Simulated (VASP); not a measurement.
Input of a VASP 6.6.1 run:

Contents of INCAR:

```
SYSTEM = Mo
PREC = Accurate ; ENCUT = 600
EDIFF = 1E-7 ; ISMEAR = 1
SIGMA = 0.2 ; LREAL = .False.
LASPH = .True. ; NELM = 80
ALGO = Normal ; ISIF = 3
LWAVE = .False. ; LCHARG = .False.
METAGGA = R2SCAN ; LMIXTAU = .True.
IBRION = 2 ; NSW = 40
EDIFFG = -0.005 ; KPAR = 8
```

File KPOINTS:

```
Automatic mesh
0
Gamma
  24 24 24
  0 0 0
```

Contents of POSCAR:

```
Mo
1.0
   -1.5800000000      1.5800000000      1.5800000000
    1.5800000000     -1.5800000000      1.5800000000
    1.5800000000      1.5800000000     -1.5800000000
Mo
1
Direct
    0.0000000000      0.0000000000      0.0000000000
```

Potentials or basis: VASP PAW PBE potentials, release 64 (Mo_sv).

Launch:

```console
$ cat potpaw_PBE.64/Mo_sv/POTCAR > POTCAR
$ mpirun -np 8 vasp_std > vasp.out
```

What does it give for the band gap on the k mesh?

None (metal or under the smearing width).

What does it give for the relaxed volume?

15.70 Å³/atom.

The path:
```tsv
step	energy change (eV)	largest force (eV/Å)	pressure (GPa)	volume (Å³)
1	0.0000	0.0000	-1.26	15.78
2	0.0021	0.0000	3.73	15.50
3	-0.0003	0.0000	0.00	15.70
```

Caveat: the PAW data sets were made with another functional, which shifts forces and pressure a little.
